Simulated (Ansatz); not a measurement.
## Band table of AlP (zincblende type)

```
CELL_PARAMETERS angstrom
0.00000 2.71667 2.71667
2.71667 0.00000 2.71667
2.71667 2.71667 0.00000
ATOMIC_POSITIONS crystal
Al 0.00000 0.00000 0.00000
P 0.25000 0.25000 0.25000
```

The cell comes from a relaxation on PAW files under the same functional, begun from a prototype that needn't be the stable phase.

Computed with Ansatz 0.2.0; functional LDA, scalar-relativistic. Settings: a Γ-centred 12×12×12 k mesh, Fermi–Dirac smearing of 0.05 eV, no spin polarisation. Methods: LAPW: all electrons, basis error target 1 meV/atom.

Path points, in fractions of the reciprocal vectors: Γ (0.000, 0.000, 0.000), X (-0.500, -0.500, 0.000), U (-0.375, -0.375, 0.250), K (-0.375, 0.000, 0.375), L (0.000, 0.000, 0.500), W (-0.500, -0.250, 0.250). The distance column jumps between branches of the path. Levels in eV from the valence-band top; bands 9 to 14, counted from the lowest band of the run. The gap is 1.42 eV, the pressure -0.01 GPa.

```
# k(1/Å) point b9 b10 b11 b12 b13 b14
0.000 Γ -11.60 0.00 0.00 0.00 3.22 4.49
0.165 - -11.52 -0.45 -0.18 -0.18 3.70 4.26
0.330 - -11.29 -1.38 -0.60 -0.60 3.70 4.51
0.496 - -10.92 -2.42 -1.09 -1.09 3.06 4.38
0.661 - -10.44 -3.44 -1.53 -1.53 2.44 3.55
0.826 - -9.89 -4.37 -1.87 -1.87 1.92 2.86
0.991 - -9.40 -5.11 -2.08 -2.08 1.55 2.46
1.156 X -9.18 -5.40 -2.15 -2.15 1.42 2.33
1.215 - -9.18 -5.40 -2.21 -2.14 1.47 2.38
1.273 - -9.18 -5.37 -2.38 -2.12 1.59 2.56
1.332 - -9.17 -5.34 -2.62 -2.08 1.74 2.88
1.390 - -9.17 -5.29 -2.88 -2.02 1.87 3.31
1.448 - -9.17 -5.23 -3.14 -1.95 2.00 3.84
1.507 - -9.19 -5.17 -3.36 -1.87 2.14 4.42
1.565 U -9.21 -5.11 -3.52 -1.77 2.29 5.03
2.273 K -9.21 -5.11 -3.52 -1.77 2.29 5.03
2.449 - -9.42 -4.94 -3.59 -1.41 2.83 6.55
2.624 - -9.83 -4.60 -3.13 -1.00 3.46 6.27
2.799 - -10.35 -3.94 -2.41 -0.60 4.05 5.49
2.974 - -10.85 -2.98 -1.58 -0.28 4.29 4.89
3.150 - -11.26 -1.83 -0.79 -0.10 4.10 4.55
3.325 - -11.51 -0.64 -0.21 -0.02 3.66 4.47
3.500 Γ -11.60 0.00 0.00 0.00 3.22 4.49
3.643 - -11.54 -0.50 -0.05 -0.05 3.52 4.58
3.786 - -11.37 -1.53 -0.19 -0.19 3.61 4.85
3.929 - -11.09 -2.68 -0.37 -0.37 3.37 5.05
4.072 - -10.74 -3.77 -0.53 -0.53 3.11 5.06
4.215 - -10.35 -4.71 -0.66 -0.66 2.89 4.92
4.358 - -10.01 -5.39 -0.75 -0.75 2.76 4.79
4.501 L -9.87 -5.65 -0.78 -0.78 2.71 4.74
4.618 - -9.84 -5.61 -1.05 -0.84 2.97 4.61
4.735 - -9.75 -5.51 -1.67 -1.02 3.47 4.37
4.852 - -9.62 -5.36 -2.35 -1.33 3.80 4.32
4.969 - -9.46 -5.18 -2.94 -1.74 3.89 4.61
5.086 - -9.30 -5.04 -3.31 -2.19 3.99 5.04
5.202 - -9.18 -4.99 -3.37 -2.64 4.14 5.53
5.319 W -9.13 -5.00 -3.27 -2.90 4.23 5.91
5.402 - -9.13 -5.03 -3.21 -2.87 3.96 5.18
5.484 - -9.14 -5.10 -3.06 -2.79 3.40 4.45
5.567 - -9.15 -5.19 -2.84 -2.65 2.81 3.78
5.650 - -9.16 -5.28 -2.60 -2.49 2.27 3.20
5.732 - -9.17 -5.35 -2.37 -2.33 1.82 2.74
5.815 - -9.18 -5.39 -2.21 -2.20 1.53 2.44
5.897 X -9.18 -5.40 -2.15 -2.15 1.42 2.33
```
